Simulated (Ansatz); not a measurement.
Run this with Ansatz's Python interface and show what comes out.

Script `sic.py`:
```python
"""Fall back on smearing if SiC turns out to have no gap."""

import logging
import sys
import warnings

import ansatz as az
from ase import Atoms

logging.basicConfig(stream=sys.stdout, format="%(levelname)s:%(name)s:%(message)s")
logger = logging.getLogger("sic")
logger.setLevel(logging.INFO)

params = {
    "xc": "PBEsol",
    "k_spacing": 0.44,
}


def main() -> None:
    atoms = Atoms(
        ["Si", "Si", "C", "C"],
        scaled_positions=[
            [1 / 3, 2 / 3, 0.0],
            [2 / 3, 1 / 3, 0.5],
            [1 / 3, 2 / 3, 0.385],
            [2 / 3, 1 / 3, 0.885],
        ],
        cell=[
            [3.076, 0.0, 0.0],
            [-1.538, 2.66389414, 0.0],
            [0.0, 0.0, 5.048],
        ],
        pbc=True,
    )
    system = az.Crystal.from_ase(atoms)

    model = system.calculation().functional(params["xc"]).kpoints(spacing=params["k_spacing"])

    warnings.simplefilter("ignore")
    r = None
    try:
        done = model.occupations("fixed").scf(max_iterations=60).band_table().run()
        kinds = {n["data"]["kind"] for n in done.notices if n["data"].get("severity") != "audit"}
        print("fixed occupations: gap by band count", round(done.report["gap_by_band_count_ev"], 3), "eV, notices", sorted(kinds))
        if done.report["gap_by_band_count_ev"] > 0.1:
            r = done.report
    except az.AnsatzError as error:
        print(type(error).__name__, "under fixed occupations:", str(error)[:140])
    if r is None:
        r = model.occupations("cold", width=0.05).run().report
        print("smeared: TS =", round(r["entropy_ts_ev"], 5), "eV")
    logger.info(f"F = {r['free_energy_ev']:.5f} eV")


if __name__ == "__main__":
    main()
```

```console
$ python sic.py
fixed occupations: gap by band count 2.164 eV, notices []
INFO:sic:F = -1737.35052 eV
```

Reading the output:
- Total energies depend on the potentials; only differences at equal settings carry meaning. A total without «per atom» is that of the cell as typed.
- Along an axis with an odd division the mesh misses the point at one half; a gap read on a finite mesh is an upper bound on this functional's gap.
- Semilocal gaps usually lie well under measured ones.
- The structure is a deposited one; some such entries were measured under pressure or heat, so a shift against it needn't be the functional's error alone.
- Levels are Kohn-Sham eigenvalues on this mesh.
- Finished in 1.6 s on 1 thread of Arm Neoverse V1, with other jobs on the host, peak memory 0.33 GiB.
